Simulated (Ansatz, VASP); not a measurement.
Ru in VASP and in Ansatz

INCAR

```
ALGO = Normal
EDIFF = 1E-6
ENCUT = 520
GGA = PE
ISIF = 2
ISMEAR = 0
LASPH = T
LCHARG = F
LREAL = F
LWAVE = F
NBANDS = 13
NELM = 100
PREC = Accurate
SIGMA = 0.15
```

KPOINTS

```
k-points
0
Gamma
  20 20 20
```

File POSCAR:

```
Ru
1.0
    0.0333389707      1.8741264237      1.8741264237
    1.8741264237      0.0333389707      1.8741264237
    1.8741264237      1.8741264237      0.0333389707
Ru
1
Direct
    0.0000000000      0.0000000000      0.0000000000
```

Input for Ansatz:

```yaml
crystal:
  lattice:
    - [0.0333389707, 1.8741264237, 1.8741264237]
    - [1.8741264237, 0.0333389707, 1.8741264237]
    - [1.8741264237, 1.8741264237, 0.0333389707]
  atoms:
    - { symbol: Ru, position: [0.0, 0.0, 0.0] }
basis:
  ecutwfc: 420
kpoints:
  mp_grid: { grid: [20, 20, 20] }
hamiltonian:
  xc: pbe
scf:
  occupations: { method: gaussian, width: 0.15 }
output:
  forces: true
  stress: true
  eigenvalues: true
```

Change from the starting cell: equal engineering shear yz, xz and xy +0.0175, equal normal strain along x, y and z -0.0250.

Alike in both runs: task single point; functional PBE; k mesh 20 × 20 × 20; occupations gaussian, width 0.15 eV; no spin polarisation.

|  | VASP | Ansatz |
| --- | --- | --- |
| version | VASP 6.6.1 | Ansatz 0.2.0 |
| potentials or method | VASP PAW PBE potentials, release 64 (Ru_pv) | scalar-relativistic, plane waves, PAW |
| plane-wave cutoff (eV) | 520 | 420 |
| valence electrons in the cell | 14 | 16 |

```csv
,VASP,Ansatz,Ansatz less VASP
gap on the k mesh at the Fermi level (eV),none,none,-
pressure (GPa),28.6,28.7,+0.04
largest component of the traceless stress (GPa),5.58,5.58,-0.003
```

A gap of «none» marks a metal or a gap that the smearing closes. With one functional, cell and mesh, what is left measures potentials, basis and numerics. The two sets of potentials don't hold the same shells in valence.

Caveats: so large a pressure means that the cell lies far from this level's equilibrium, or that cutoff or potentials fall short (VASP).
